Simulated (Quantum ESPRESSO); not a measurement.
Sn under changes of volume

One of the cells (33.803 Å³/atom); the others are scaled copies at fixed shape and fractional positions:

```xyz
2
Lattice="0.0000 3.2333 3.2333 3.2333 0.0000 3.2333 3.2333 3.2333 0.0000" Properties=species:S:1:pos:R:3 pbc="T T T"
Sn    4.8500    4.8500    4.8500
Sn    3.2333    3.2333    3.2333
```

This isn't the form of Sn at room conditions, which is tetragonal (white tin).

| Item | Value |
| --- | --- |
| Program | Quantum ESPRESSO 7.5 |
| Functional | r2SCAN |
| Potentials or basis | SG15 PBE 1.2 |
| Cutoff | 952 eV |
| Density cutoff | 3810 eV |
| k mesh | 5 × 5 × 5 |
| Occupations | fermi-dirac, width 0.05 eV |
| Spin | no spin polarisation |

```csv
volume (Å³/atom),energy over the lowest point (meV/atom),pressure (GPa)
31.775,?,?
32.451,17.91,3.0
33.127,7.64,1.9
33.803,1.81,0.9
34.479,0.00,0.0
35.155,1.85,-0.9
35.831,7.02,-1.6
```

Question: What does the run at 31.775 Å³/atom give?

Answer: Energy over the lowest point 33.12 meV/atom; pressure 4.3 GPa.

Worked out: A Birch-Murnaghan fit of order 3 (a polynomial in V^(-2/3)) to the other rows has its minimum at 34.46 Å³/atom with B0 = V·E''(V) = 44 GPa and B' = 3.9. It gives 33.07 meV/atom at 31.775 Å³/atom, against the run's 33.12, and -dE/dV = 4.2 GPa, against 4.3.

Energies are extrapolated to zero smearing.

Caveats: the potentials were made for another functional, which shifts forces and pressure.
